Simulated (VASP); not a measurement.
Output of a VASP run:

File OUTCAR:
```
 ion  position               nearest neighbor table
   1  0.000  0.000  0.000-
   2  0.500  0.500  0.500-
  LATTYP: Found a simple cubic cell.
 ALAT       =     4.4692143853
 Subroutine PRICEL returns:
 Original cell was already a primitive cell.
 Subroutine GETGRP returns: Found 48 space group operations
The static configuration has the point symmetry O_h .
The dynamic configuration has the point symmetry O_h .
 Subroutine INISYM returns: Found 48 space group operations
 Subroutine IBZKPT returns following result:
 Found     20 irreducible k-points:

 Following reciprocal coordinates:
            Coordinates               Weight
  0.000000  0.000000  0.000000      1.000000
  0.166667  0.000000  0.000000      6.000000
  0.333333  0.000000  0.000000      6.000000
  0.500000  0.000000  0.000000      3.000000
  0.166667  0.166667  0.000000     12.000000
  0.333333  0.166667  0.000000     24.000000
  0.500000  0.166667  0.000000     12.000000
  0.333333  0.333333  0.000000     12.000000
  0.500000  0.333333  0.000000     12.000000
  0.500000  0.500000  0.000000      3.000000
  0.166667  0.166667  0.166667      8.000000
  0.333333  0.166667  0.166667     24.000000
  0.500000  0.166667  0.166667     12.000000
  0.333333  0.333333  0.166667     24.000000
  0.500000  0.333333  0.166667     24.000000
  0.500000  0.500000  0.166667      6.000000
  0.333333  0.333333  0.333333      8.000000
  0.500000  0.333333  0.333333     12.000000
  0.500000  0.500000  0.333333      6.000000
  0.500000  0.500000  0.500000      1.000000
   k-points           NKPTS =     20   k-points in BZ     NKDIM =     20   number of bands    NBANDS=     12
   number of dos      NEDOS =    301   number of ions     NIONS =      2
   total plane-waves  NPLWV =  46656
   dimension x,y,z NGX =    36 NGY =   36 NGZ =   36
   dimension x,y,z NGXF=    72 NGYF=   72 NGZF=   72
   ions per type =               1   1
   PREC   = accura    normal or accurate (medium, high low for compatibility)
   ISTART =      0    job   : 0-new  1-cont  2-samecut
   ICHARG =      2    charge: 1-file 2-atom 10-const
   ISPIN  =      1    spin polarized calculation?
   LNONCOLLINEAR =      F non collinear calculations
   LSORBIT =      F    spin-orbit coupling
   INIWAV =      1    electr: 0-lowe 1-rand  2-diag
   ENCUT  =  520.0 eV  38.22 Ry    6.18 a.u.   8.31  8.31  8.31*2*pi/ulx,y,z
   NELM   =    100;   NELMIN=  2; NELMDL= -5     # of ELM steps
   EDIFF  = 0.1E-06   stopping-criterion for ELM
   LREAL  =      F    real-space projection
   NLSPLINE    = F    spline interpolate recip. space projectors
   LMAXMIX     =    4 max onsite mixed and CHGCAR
   VOSKOWN=      0    Vosko Wilk Nusair interpolation
   EDIFFG = 0.1E-05   stopping-criterion for IOM
   NSW    =      0    number of steps for IOM
   NBLOCK =      1;   KBLOCK =      1    inner block; outer block
   IBRION =     -1    ionic relax: 0-MD 1-quasi-New 2-CG
   NFREE  =      0    steps in history (QN), initial steepest desc. (CG)
   ISIF   =      2    stress and relaxation
   ISYM   =      2    0-nonsym 1-usesym 2-fastsym
   TEIN   =    0.0    initial temperature
   TEBEG  =    0.0;   TEEND  =   0.0 temperature during run
   SMASS  =  -3.00    Nose mass-parameter (am)
   PSTRESS=    0.0 pullay stress
   NELECT =      16.0000    total number of electrons
   EFERMI =   0.00;   METHOD = LEGACY
   ISMEAR =     0;   SIGMA  =   0.05  broadening in eV -4-tet -1-fermi 0-gaus
   IALGO  =     38    algorithm
   LDIAG  =      T    sub-space diagonalisation (order eigenvalues)
   IMIX   =      4    mixing-type and parameters
     AMIX     =   0.40;   BMIX     =  1.00
     AMIX_MAG =   1.60;   BMIX_MAG =  1.00
     AMIN     =   0.10
   METAGGA = TPSS    functional components
   VOSKOWN =     0    Vosko Wilk Nusair interpolation
   LHFCALC =     F    Hartree Fock is set to
   LHFONE  =     F    Hartree Fock one center treatment
...
```

File OSZICAR:
```
       N       E                     dE             d eps       ncg     rms          rms(c)
DAV:   1     0.114520263658E+03    0.11452E+03   -0.63059E+03   480   0.116E+03
DAV:   2    -0.114400943749E+02   -0.12596E+03   -0.11840E+03   856   0.282E+02
DAV:   3    -0.228261991921E+02   -0.11386E+02   -0.11332E+02   632   0.851E+01
DAV:   4    -0.231360455003E+02   -0.30985E+00   -0.30922E+00   608   0.221E+01
DAV:   5    -0.231444483872E+02   -0.84029E-02   -0.83979E-02   616   0.255E+00    0.175E+00
DAV:   6    -0.226549719350E+02    0.48948E+00   -0.20191E+00   504   0.215E+01    0.974E-01
DAV:   7    -0.221784030848E+02    0.47657E+00   -0.41379E-01   556   0.540E+00    0.642E-01
DAV:   8    -0.223128779773E+02   -0.13447E+00   -0.15944E-01   588   0.290E+00    0.506E-01
DAV:   9    -0.223279126851E+02   -0.15035E-01   -0.18535E-02   500   0.139E+00    0.292E-01
DAV:  10    -0.223333988853E+02   -0.54862E-02   -0.13752E-02   508   0.118E+00    0.153E-01
DAV:  11    -0.223354587327E+02   -0.20598E-02   -0.10338E-03   608   0.289E-01    0.108E-01
DAV:  12    -0.223331958420E+02    0.22629E-02   -0.41710E-03   512   0.570E-01    0.616E-02
DAV:  13    -0.223357003921E+02   -0.25046E-02   -0.22254E-03   512   0.551E-01    0.196E-02
DAV:  14    -0.223359529107E+02   -0.25252E-03   -0.79421E-05   556   0.121E-01    0.807E-03
DAV:  15    -0.223359885145E+02   -0.35604E-04   -0.16587E-05   568   0.392E-02    0.697E-03
DAV:  16    -0.223359976545E+02   -0.91400E-05   -0.62755E-06   528   0.331E-02    0.247E-03
DAV:  17    -0.223359990074E+02   -0.13529E-05   -0.69499E-07   580   0.921E-03    0.598E-04
DAV:  18    -0.223359988766E+02    0.13079E-06   -0.14205E-07   460   0.326E-03    0.779E-04
DAV:  19    -0.223359989201E+02   -0.43533E-07   -0.10559E-07   376   0.453E-03
   1 F= -.22335999E+02 E0= -.22335999E+02  d E =-.820189E-18
```

File OUTCAR:
```
------------------------ aborting loop because EDIFF is reached ----------------------------------------
  FORCE on cell =-STRESS in cart. coord.  units (eV):
  Direction    XX          YY          ZZ          XY          YZ          ZX
  --------------------------------------------------------------------------------------
  Total       -0.3122913     -0.3122913     -0.3122913      0.0000000      0.0000000      0.0000000
  in kB       -5.6050158     -5.6050158     -5.6050158      0.0000000      0.0000000      0.0000000
  external PRESSURE =      -5.6050158 kB  Pullay stress =       0.0000000 kB
  volume of cell :       89.27
      direct lattice vectors                 reciprocal lattice vectors
     4.469214385  0.000000000  0.000000000     0.223752972  0.000000000  0.000000000
     0.000000000  4.469214385  0.000000000     0.000000000  0.223752972  0.000000000
     0.000000000  0.000000000  4.469214385     0.000000000  0.000000000  0.223752972
 POSITION                                       TOTAL-FORCE (eV/Angst)
 -----------------------------------------------------------------------------------
      0.00000      0.00000      0.00000         0.000000      0.000000      0.000000
      2.23461      2.23461      2.23461         0.000000      0.000000      0.000000
 -----------------------------------------------------------------------------------
    total drift:                                0.000000     -0.000000      0.000000
  FREE ENERGIE OF THE ION-ELECTRON SYSTEM (eV)
  ---------------------------------------------------
  free  energy   TOTEN  =       -22.3359989201 eV

  energy  without entropy=      -22.3359989201  energy(sigma->0) =      -22.33599892
```
(Selected blocks of OUTCAR.)

### POSCAR
```
CsBr
1
    4.4692143853     0.0000000000     0.0000000000
    0.0000000000     4.4692143853     0.0000000000
    0.0000000000     0.0000000000     4.4692143853
Cs Br
1 1
Direct
  0.0000000000   0.0000000000   0.0000000000
  0.5000000000   0.5000000000   0.5000000000
```

Problem. Reconstruct the remaining input files.

Solution. One answer among several that fit: the input of the run itself, TPSS meta-GGA, plane waves, VASP's PBE PAW potentials (set 64).

### KPOINTS
```
Automatic mesh
0
G
  6 6 6
0 0 0
```

### INCAR
```
ALGO = Normal
EDIFF = 1E-7
ENCUT = 520
ISIF = 2
ISMEAR = 0
LASPH = T
LCHARG = F
LMAXMIX = 4
LMIXTAU = T
LREAL = F
LWAVE = F
METAGGA = TPSS
NELM = 100
PREC = Accurate
SIGMA = 0.05
SYSTEM = CsBr
```

POTCAR, in this order: Cs_sv Br (PBE.64 set). Program: vasp_std.

The compound is CsBr in the CsCl type structure. This cell is one point of a volume scan, at 1.06 of the reference volume.
